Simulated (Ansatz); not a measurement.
# CoSi2 in Ansatz: the effect of functional

CoSi2:

```xyz
3
Lattice="0.0000 2.6780 2.6780 2.6780 0.0000 2.6780 2.6780 2.6780 0.0000" Properties=species:S:1:pos:R:3 pbc="T T T"
Co    0.0000    0.0000    0.0000
Si    4.0170    4.0170    4.0170
Si    1.3390    1.3390    1.3390
```

Alike in all runs:

```yaml
Program: Ansatz 0.2.0
Task: equation of state
Potentials_or_basis: Ansatz PAW
k_mesh: 9 × 9 × 9
Occupations: fermi-dirac, width 0.05 eV
Spin: collinear spin, ferromagnetic start
Starting_moments: "[2.0, 0.0, 0.0] μB"
```

```csv
functional,cutoff,V0 of scaled cells (Å³/atom),B0 (GPa)
LDA,420 eV,?,?
r2SCAN,500 eV,12.52,196
PBE,420 eV,12.84,178
```

**Question.** What does the run with functional LDA give?

**Answer.** V0 of scaled cells 12.23 Å³/atom; B0 203 GPa.

Caveats: the magnetic or orbital state may not be the lowest (some runs); the PAW data sets were made with another functional, which shifts forces and pressure a little (some runs).
